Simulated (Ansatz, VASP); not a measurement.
## Two plane-wave programs on AlN

File INCAR:

```
SYSTEM = AlN
PREC     = Accurate       ! precision mode
ENCUT    = 520            ! plane-wave cutoff, eV
EDIFF    = 1E-6           ! SCF threshold, eV
ISMEAR   = 0              ! smearing method
SIGMA    = 0.05           ! smearing width, eV
LREAL    = .FALSE.        ! projectors in reciprocal space
LASPH    = .TRUE.         ! aspherical terms in the spheres
NELM     = 60             ! most SCF steps
ALGO     = Normal         ! electronic algorithm
ISIF     = 2              ! what is computed and relaxed
LWAVE    = .FALSE.        ! write WAVECAR
LCHARG   = .FALSE.        ! write CHGCAR
GGA      = PE             ! functional
NBANDS   = 16             ! bands
```

Contents of KPOINTS:

```
Automatic mesh
0
G
  9 9 6
  0 0 0
```

The input POSCAR:

```
AlN
1.0
    3.2687010029      0.0000000000      0.0000000000
   -1.6343505015      2.8307781059      0.0000000000
    0.0000000000      0.0000000000      4.1309991741
Al N
2 2
Direct
    0.3333333333      0.6666666667      0.7500000000
    0.6666666667      0.3333333333      0.2500000000
    0.3333333333      0.6666666667      0.2500000000
    0.6666666667      0.3333333333      0.7500000000
```

Input for Ansatz:

```yaml
crystal:
  lattice:
    - [3.2687010029, 0.0, 0.0]
    - [-1.6343505015, 2.8307781059, 0.0]
    - [0.0, 0.0, 4.1309991741]
  atoms:
    - { symbol: Al, position: [0.3333333333, 0.6666666667, 0.75] }
    - { symbol: Al, position: [0.6666666667, 0.3333333333, 0.25] }
    - { symbol: "N", position: [0.3333333333, 0.6666666667, 0.25] }
    - { symbol: "N", position: [0.6666666667, 0.3333333333, 0.75] }
basis:
  ecutwfc: 520.0
kpoints:
  mp_grid: { grid: [9, 9, 6] }
hamiltonian:
  xc: pbe
  pseudopotentials: { kind: paw, azcp: { folder: soft_1 } }
scf:
  occupations: { method: gaussian, width: 0.05 }
output:
  forces: true
  stress: true
  eigenvalues: true
```

Alike in both runs: task single point; functional PBE; k mesh 9 × 9 × 6; occupations gaussian, width 0.05 eV; no spin polarisation.

|  | VASP | Ansatz |
| --- | --- | --- |
| version | VASP 6.6.1 | Ansatz 0.2.0 |
| potentials or method | VASP PAW PBE potentials, release 64 (Al, N) | scalar-relativistic, plane waves, PAW |
| plane-wave cutoff (eV) | 520 | 520 |
| valence electrons in the cell | 16 | 16 |

VASP gave:

* gap on the k mesh at the Fermi level (eV): 3.57
* least direct gap on the mesh (eV): 3.57
* pressure (GPa): 9.0
* largest component of the traceless stress (GPa): 1.13

Problem. Which values does Ansatz return?

Solution. gap on the k mesh at the Fermi level (eV): 3.56; least direct gap on the mesh (eV): 3.56; pressure (GPa): 9.1; largest component of the traceless stress (GPa): 1.26.

Caveats: an odd mesh through Γ misses points on the zone boundary, where band edges often lie.
